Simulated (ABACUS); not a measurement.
# HgTe (Coloradoite) (F-43m) in ABACUS: tuning mixing gg0

Aim: find the choice of mixing gg0 that runs HgTe (Coloradoite) fastest, at PBE. This setting moves, with any that are tied to it; all else stays.

All numbers are computed with ABACUS 3.10.1; they aren't measurements. Logs are shortened: lines on timing, memory, paths and dates and some standing lists are left out, and cuts for length are marked.

## Step 1: The structure

The structure is cubic, space group F-43m (No. 216). The conventional cell has a = 6.429 Å, b = 6.429 Å, c = 6.429 Å, α = 90.00°, β = 90.00°, γ = 90.00°. Hg (site symmetry -43m) is surrounded by 4 Te at 2.78 Å. Around Te (site symmetry -43m) lie 4 Hg at 2.78 Å.

## Step 2: With mixing gg0 0

File INPUT:

```
INPUT_PARAMETERS
suffix              HgTe
calculation         scf
basis_type          pw
pseudo_dir          ./
symmetry            1
dft_functional      pbe
ecutwfc             40
pseudo_rcut         10
nspin               1
nbands              13
ks_solver           dav
smearing_method     fd
smearing_sigma      0.00734986
scf_thr             1e-08
scf_nmax            60
mixing_type         broyden
mixing_beta         0.7
cal_force           1
cal_stress          1
ecutrho             320
mixing_gg0          0
kpar                4
```

File STRU:

```
ATOMIC_SPECIES
Hg 200.5920 hg_pbe_v1.uspp.F.UPF
Te 127.6000 te_pbe_v1.uspp.F.UPF

LATTICE_CONSTANT
1.8897261246

LATTICE_VECTORS
0.0000000000 3.2145000000 3.2145000000
3.2145000000 0.0000000000 3.2145000000
3.2145000000 3.2145000000 0.0000000000

ATOMIC_POSITIONS
Direct

Hg
0.0
1
0.0000000000 0.0000000000 0.0000000000 1 1 1

Te
0.0
1
0.7500000000 0.7500000000 0.7500000000 1 1 1
```

File KPT:

```
K_POINTS
0
Gamma
6 6 6 0 0 0
```

Potentials or basis: GBRV ultrasoft 1.5 PBE, plane waves.

On the command line:

```sh
$ OMP_NUM_THREADS=1 mpirun -np 4 abacus > log
```

running log:

```text
ABACUS v3.10.1

               Atomic-orbital Based Ab-initio Computation at UStc

 ------------------------------------------------------------------------------------

 READING GENERAL INFORMATION
                           global_out_dir = OUT.HgTe/
                           global_in_card = INPUT
                               pseudo_dir = ./
                              orbital_dir =
                                    DSIZE = 4
                                    GSIZE = 1

 READING UNITCELL INFORMATION
                                    ntype = 2
                  lattice constant (Bohr) = 1.88973
              lattice constant (Angstrom) = 1

 READING ATOM TYPE 1
                               atom label = Hg
                      L=0, number of zeta = 1
                      L=1, number of zeta = 1
                      L=2, number of zeta = 1
             number of atom for this type = 1

 READING ATOM TYPE 2
                               atom label = Te
                      L=0, number of zeta = 1
                      L=1, number of zeta = 1
                      L=2, number of zeta = 1
             number of atom for this type = 1

                        TOTAL ATOM NUMBER = 2
DIRECT COORDINATES
    atom                   x                   y                   z     mag                  vx                  vy                  vz
taud_Hg1            0.0000000000        0.0000000000        0.0000000000  0.0000        0.0000000000        0.0000000000        0.0000000000
taud_Te1            0.7500000000        0.7500000000        0.7500000000  0.0000        0.0000000000        0.0000000000        0.0000000000

                          Volume (Bohr^3) = 448.298
                             Volume (A^3) = 66.4308

 Lattice vectors: (Cartesian coordinate: in unit of a_0)
                   +0             +3.2145             +3.2145
              +3.2145                  +0             +3.2145
              +3.2145             +3.2145                  +0
 Reciprocal vectors: (Cartesian coordinate: in unit of 2 pi/a_0)
            -0.155545           +0.155545           +0.155545
            +0.155545           -0.155545           +0.155545
            +0.155545           +0.155545           -0.155545
 The esolver type has been set to : ksdft_pw

                PAO radial cut off (Bohr) = 10

 Read in pseudopotential file is hg_pbe_v1.uspp.F.UPF
                     pseudopotential type = US
          exchange-correlation functional = PBE
                 nonlocal core correction = 1
                        valence electrons = 12
                                     lmax = 2
                           number of zeta = 3
                     number of projectors = 6
                           L of projector = 0
                           L of projector = 0
                           L of projector = 1
                           L of projector = 1
                           L of projector = 2
                           L of projector = 2
                PAO radial cut off (Bohr) = 10

 Read in pseudopotential file is te_pbe_v1.uspp.F.UPF
                     pseudopotential type = US
[... 195 lines left out ...]
     dq(describe PAO in reciprocal space) = 0.01
                                    max q = 763

 number of pseudo atomic orbitals for Hg is 3
WARNING: norm of atomic wavefunction # 2 of atomic type Hg is 0.999986, renormalized
WARNING: norm of atomic wavefunction # 3 of atomic type Hg is 0.989994, renormalized

 number of pseudo atomic orbitals for Te is 2
WARNING: norm of atomic wavefunction # 2 of atomic type Te is 0.999973, renormalized

 -------------------------------------------
 SELF-CONSISTENT
 -------------------------------------------
                                 init_chg = atomic

 PW ALGORITHM --------------- ION=   1  ELEC=   1--------------------------------

 Notice: Threshold on eigenvalues was too large.
 hsover_error=0.18 > DRHO=0.0529674
 Origin diag ethr = 0.01
 New diag ethr = 0.000294263

 Density error is 0.0502521778181
                          Error Threshold = 0.000294263303306
----------------------------------------------------------
     Energy           Rydberg                 eV
----------------------------------------------------------
 E_KohnSham     -134.2706078074      -1826.8453401036
 E_Harris       -135.6797683475      -1846.0179528462
 E_Fermi        0.4715613222         6.4159209380
----------------------------------------------------------
[... 63 lines left out ...]
 Density error is 4.93133918646e-10
                          Error Threshold = 9.93766028466e-11
----------------------------------------------------------
     Energy           Rydberg                 eV
----------------------------------------------------------
 E_KohnSham     -134.2914530010      -1827.1289535131
 E_KS(sigma->0) -134.2913339726      -1827.1273340489
 E_Harris       -134.2915466117      -1827.1302271511
 E_band         0.3580729119         4.8718319016
 E_one_elec     -32.1944993837       -438.0286358752
 E_Hartree      28.8897932140        393.0658017520
 E_xc           -53.5521405969       -728.6142522149
 E_Ewald        -77.4343681777       -1053.5486282466
 E_entropy(-TS) -0.0002380568        -0.0032389285
 E_descf        0.0000000000         0.0000000000
 E_exx          0.0000000000         0.0000000000
 E_Fermi        0.4778622290         6.5016491737
----------------------------------------------------------

 charge density convergence is achieved
 final etot is -1827.1289535 eV
 EFERMI = 6.5016491737 eV

 STATE ENERGY(eV) AND OCCUPATIONS    NSPIN == 1
 1/4 kpoint (Cartesian) = 0.0000 0.0000 0.0000 (1917 pws)
       1       -5.74246     0.00925926
       2       -1.07149     0.00925926
       3       -1.07149     0.00925926
       4       -1.07149     0.00925926
       5      -0.519621     0.00925926
       6      -0.519621     0.00925926
       7        5.68227     0.00925670
       8        6.39073     0.00696277
       9        6.39073     0.00696277
      10        6.39073     0.00696277
      11        10.5448    2.55493e-20
      12        10.5448    2.55493e-20
      13        10.5448    2.55493e-20
[... 32 lines left out ...]
       1       -5.14657      0.0370370
       2      -0.943256      0.0370370
       3      -0.943256      0.0370370
       4      -0.490107      0.0370370
       5      -0.490107      0.0370370
       6      -0.193801      0.0370370
       7       0.766359      0.0370370
       8        5.36222      0.0370366
       9        5.36222      0.0370366
      10        7.05869    0.000140537
      11        11.3826    2.34940e-23
      12        11.3826    2.34940e-23
      13        13.3138    9.63405e-32

------------------------------------------------------------------------------------------
 TOTAL-FORCE (eV/Angstrom)
------------------------------------------------------------------------------------------
                       Hg1         0.0000000000         0.0000000000         0.0000000000
                       Te1         0.0000000000         0.0000000000         0.0000000000
------------------------------------------------------------------------------------------

----------------------------------------------------------------
 TOTAL-STRESS (KBAR)
----------------------------------------------------------------
        50.2133496220         0.0000000000        -0.0000000000
         0.0000000000        50.2133496220        -0.0000000000
        -0.0000000000         0.0000000000        50.2133496220
----------------------------------------------------------------
 TOTAL-PRESSURE: 50.213350 KBAR

 --------------------------------------------
 !FINAL_ETOT_IS -1827.1289535131195407 eV
 --------------------------------------------
```

Wall time 14 s (4 MPI ranks of Intel Xeon 6975P-C (Granite Rapids), shared host); peak memory 0.88 GiB.

What came out:

```
Free energy            : -1827.1290 eV
Pressure               : 5.0 GPa
Band gap on the k mesh : none (metal or under the smearing width)
```

## Step 3: With mixing gg0 0.5

INPUT, as its differences from that of step 2:

```diff
@@ -21,3 +21,3 @@
 ecutrho             320
-mixing_gg0          0
+mixing_gg0          0.5
 kpar                4
```

STRU is that of step 2.

KPT is that of step 2.

Potentials or basis: GBRV ultrasoft 1.5 PBE, plane waves.

On the command line:

```sh
$ OMP_NUM_THREADS=1 mpirun -np 4 abacus > log
```

Run time: 14 s. Hardware: 4 MPI ranks of Intel Xeon 6975P-C (Granite Rapids), shared host; peak memory 0.88 GiB.

Results (log left out):

- Free energy: -1827.1290 eV
- Pressure: 5.0 GPa
- Band gap on the k mesh: none (metal or under the smearing width)

## Step 4: With mixing gg0 1

INPUT, as its differences from that of step 3:

```diff
@@ -21,3 +21,3 @@
 ecutrho             320
-mixing_gg0          0.5
+mixing_gg0          1
 kpar                4
```

STRU is that of step 3.

KPT is that of step 3.

On the command line:

```sh
$ OMP_NUM_THREADS=1 mpirun -np 4 abacus > log
```

It took 14 s on 4 MPI ranks of Intel Xeon 6975P-C (Granite Rapids), shared host; peak memory 0.88 GiB.

It converged, with:

```
Free energy            : -1827.1290 eV
Pressure               : 5.0 GPa
Band gap on the k mesh : none (metal or under the smearing width)
```

## Step 5: With mixing gg0 1.5

INPUT, as its differences from that of step 4:

```diff
@@ -21,3 +21,3 @@
 ecutrho             320
-mixing_gg0          1
+mixing_gg0          1.5
 kpar                4
```

STRU is that of step 4.

KPT is that of step 4.

On the command line:

```sh
$ OMP_NUM_THREADS=1 mpirun -np 4 abacus > log
```

Wall time 14 s (4 MPI ranks of Intel Xeon 6975P-C (Granite Rapids), shared host); peak memory 0.88 GiB.

It converged, with:

| Property | Result |
| --- | --- |
| Free energy | -1827.1290 eV |
| Pressure | 5.0 GPa |
| Band gap on the k mesh | none (metal or under the smearing width) |

## Step 6: With mixing gg0 2

INPUT, as its differences from that of step 5:

```diff
@@ -21,3 +21,3 @@
 ecutrho             320
-mixing_gg0          1.5
+mixing_gg0          2
 kpar                4
```

STRU is that of step 5.

KPT is that of step 5.

Potentials or basis: GBRV ultrasoft 1.5 PBE, plane waves.

On the command line:

```sh
$ OMP_NUM_THREADS=1 mpirun -np 4 abacus > log
```

Run time: 19 s. Hardware: 4 MPI ranks of Intel Xeon 6975P-C (Granite Rapids), shared host; peak memory 0.88 GiB.

It converged, with:

```
Free energy            : -1827.1290 eV
Pressure               : 5.0 GPa
Band gap on the k mesh : none (metal or under the smearing width)
```

## Step 7: Summary

```csv
mixing gg0,energy less the last converged row (meV/atom),SCF cycles,wall time (s)
0,0.00,7,14
0.5,0.00,7,14
1,0.00,7,14
1.5,0.00,7,14
2,0.00,8,19
```

Fastest here: 1 (14 s), level within noise with 0, 0.5, 1.5; slowest of those that converged: 2 (19 s). These are single runs, one after another on one machine, so differences under about a fifth mean little.
